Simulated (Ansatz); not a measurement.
Crystal: Ge.

```
Ge
1.0
     3.99759    0.00000    0.00000
    -1.99879    3.46201    0.00000
     0.00000    0.00000    6.59938
Ge
4
Cartesian
  0.0000 2.3080 6.1843
  1.9988 1.1540 2.8846
  0.0000 2.3080 3.7148
  1.9988 1.1540 0.4151
```

This isn't the form of Ge at room conditions, which is diamond.

| Property | Result |
| --- | --- |
| Program | Ansatz 0.2.0 |
| Task | relaxation of cell and atoms |
| Functional | revPBE |
| Potentials or basis | Ansatz PAW |
| Cutoff | 420 eV (not typed: the program's choice for these potentials) |
| k mesh | 8 × 8 × 4 |
| Occupations | fermi-dirac, width 0.05 eV |
| Spin | no spin polarisation |

At the start: volume 22.83 Å³/atom.

Where does the relaxation end?

It ends after 5 steps and the volume is 24.38 Å³/atom (+6.8 %); space group P6_3/mmc (No. 194, to 0.05 Å).

Step by step:
```tsv
step	energy change (eV)	largest force (eV/Å)	volume (Å³)
1	0.0000	0.0152	91.33
2	-0.0735	0.0193	96.29
3	-0.0760	0.0091	97.39
4	-0.0760	0.0054	97.51
5	-0.0771	0.0053	97.51
```

Final structure:
```xyz
4
Lattice="4.0906 0.0000 0.0000 -2.0453 3.5426 0.0000 0.0000 0.0000 6.7291" Properties=species:S:1:pos:R:3 pbc="T T T"
Ge    0.0000    2.3617    6.3079
Ge    2.0453    1.1809    2.9434
Ge    0.0000    2.3617    3.7857
Ge    2.0453    1.1809    0.4212
```

Caveat: the plane-wave basis is chosen anew once the cell has moved, so the energies of steps on either side of that aren't comparable; the PAW data sets come from PBE, with cores solved anew for the run's functional, which leaves a small shift of forces and pressure.
